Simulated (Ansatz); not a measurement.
**P under changes of volume**

One of the cells (20.458 Å³/atom); the others are scaled copies at fixed shape and fractional positions:

```xyz
4
Lattice="1.6477 -5.4650 0.0000 1.6477 5.4650 0.0000 0.0000 0.0000 4.5436" Properties=species:S:1:pos:R:3 pbc="T T T"
P     1.6477   -4.4173    2.6754
P     1.6477    4.4173    1.8683
P     1.6477   -1.0477    0.4035
P     1.6477    1.0477    4.1401
```

```yaml
Program: Ansatz 0.2.0
Functional: PBEsol
Potentials_or_basis: all-electron LAPW, scalar-relativistic
Cutoff: 247 eV (chosen from the basis error)
Basis_error_allowed: 0.001 eV/atom
k_mesh: 8 × 8 × 6
Occupations: gaussian, width 0.1 eV
Spin: collinear spin, random start
Starting_moments: "[-0.07, -0.28, 0.14, -0.03] μB"
```

```csv
volume (Å³/atom),energy over the lowest point (meV/atom),pressure (GPa),gap on the mesh (eV),largest force (eV/Å)
19.230,14.47,4.7,0.05,0.861
19.639,5.12,2.7,0.04,0.654
20.049,0.45,1.0,0.02,0.464
20.458,0.00,-0.6,0.01,0.294
20.867,3.32,-2.0,0.04,0.162
21.276,?,?,?,?
21.685,19.78,-4.4,0.12,0.249
```

Question: What does the run at 21.276 Å³/atom give?

Answer: Energy over the lowest point 10.03 meV/atom; pressure -3.2 GPa; gap on the mesh 0.08 eV; largest force 0.147 eV/Å.

Worked out: A Birch-Murnaghan fit of order 3 (a polynomial in V^(-2/3)) to the other rows has its minimum at 20.30 Å³/atom with B0 = V·E''(V) = 76 GPa and B' = 4.4 at fixed shape and positions, which overstates the stiffness. It gives 10.03 meV/atom at 21.276 Å³/atom, against the run's 10.03, and -dE/dV = -3.2 GPa, against -3.2.

Energies are extrapolated to zero smearing.

Caveats: the starting moments weren't kept.

A mesh can miss the band edges.
